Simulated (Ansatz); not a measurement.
# Os (Osmium): the cost of one run

All numbers are computed with Ansatz 0.2.0, driven from Python. Level of theory: DFT PBE, plane waves, PAW.

## (1) The system

Symmetry: P6_3/mmc, No. 194, hexagonal system. Conventional cell: a = 2.734 Å, b = 2.734 Å, c = 4.320 Å, α = 90.00°, β = 90.00°, γ = 120.00°. Around Os (site symmetry -6m2) lie 12 Os at 2.68 to 2.73 Å.

The script holds or builds the structure itself.

## (2) The code

The input, run_compress.py:

```python
import warnings

import ansatz as az
import numpy as np

FUNCTIONAL = "pbe"
KMESH = (15, 15, 8)
OCCUPATIONS = "Fermi-Dirac"
WIDTH_EV = 0.1

def edges_and_angles(cell):
    cell = np.asarray(cell)
    a, b, c = np.linalg.norm(cell, axis=1)
    cosines = cell[1] @ cell[2] / (b * c), cell[0] @ cell[2] / (a * c), cell[0] @ cell[1] / (a * b)
    return (a, b, c, *np.degrees(np.arccos(cosines)))


def main() -> None:
    warnings.simplefilter("ignore", az.DeckWarning)

    structure = (
        az.Lattice.from_parameters(2.7341, 2.7341, 4.3197, alpha=90, beta=90, gamma=120)
        .space_group(194)
        .atom("Os", (1 / 3, 2 / 3, 0.25))
    )

    calc = (
        structure.calculation()
        .functional(FUNCTIONAL)
        .pseudopotentials("paw")
        .kpoints(mesh=KMESH, center="gamma")
        .occupations(OCCUPATIONS, width=WIDTH_EV)
    )

    rows = []
    for pressure in [0, 10, 20, 30, 40]:
        result = calc.relax(cell=True, pressure=pressure, force_tolerance=0.02).run(threads=1)
        cell = result.lattice.cell_ang
        n_atoms = len(result.lattice.sites)
        volume = abs(np.linalg.det(cell)) / n_atoms
        enthalpy = result.report["free_energy_ev"] / n_atoms + pressure * volume / 160.21766
        rows.append((pressure, volume, enthalpy, *edges_and_angles(cell)))
        print(f"{pressure} GPa done: {volume:.4f} A^3/atom")

    print(" P (GPa)  V (A^3/atom)  H (eV/atom)     a       b       c")
    for row in rows:
        print("{:8.1f} {:12.4f} {:14.5f} {:7.4f} {:7.4f} {:7.4f}".format(*row[:6]))
    p, v = np.array([row[0] for row in rows], float), np.array([row[1] for row in rows])
    print("mean bulk modulus between rows (GPa):", np.round(-np.diff(p) / np.diff(np.log(v)), 1))


if __name__ == "__main__":
    main()
```

## (3) The input behind the calls

The package turns the script's settings into the engine's input (first run):

```yaml
crystal:
  lattice:
    a: 2.7341
    b: 2.7341
    c: 4.3197
    alpha: 90.0
    beta: 90.0
    gamma: 120.0
  space_group: 194
  atoms:
    - { symbol: Os, position: [0.3333333333333333, 0.6666666666666666, 0.25] }
kpoints:
  mp_grid:
    grid: [15, 15, 8]
    shift: [0.0, 0.0, 0.0]
hamiltonian:
  xc: pbe
  pseudopotentials:
    kind: paw
scf:
  occupations:
    method: fermi_dirac
    width: 0.1
relax:
  f_tol: 0.02
  cell:
    p_target: 0.0
```

## (4) The run

Run with:

```
python run_compress.py
```

**Question.** How long does this script take on 1 thread of Intel Xeon Platinum 8488C (Sapphire Rapids), shared host, and how much memory does it need?

About 62 s, with a peak of 0.48 GiB.
